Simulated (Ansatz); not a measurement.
Input of an Ansatz 0.2.0 run:

input.yaml

```yaml
crystal:
  lattice:
    - [3.9047, 0.0, 0.0]
    - [0.0, 3.9047, 0.0]
    - [0.0, 0.0, 3.9047]
  atoms:
    - { symbol: Te, position: [0.5, 0.5, 0.5] }
    - { symbol: Sn, position: [0.0, 0.0, 0.0] }
hamiltonian:
  xc: pbe
  pseudopotentials: { kind: paw }
kpoints:
  mp_grid: { grid: [7, 7, 7] }
scf:
  occupations: { method: gaussian, width: 0.029 }
output:
  forces: true
  stress: true
  eigenvalues: true
```

Potentials or basis: Ansatz PAW.

Command:

```sh
$ ansatz run input.yaml --threads 2 --pin off --max-ram 5632MiB --backend cpu --events-out ev --progress --plain --runs-dir out
```

(1) Estimate the band gap on the k mesh.

(2) What does it give for the pressure?

Results:

(1) none (metal or under the smearing width).

(2) -1.1 GPa.
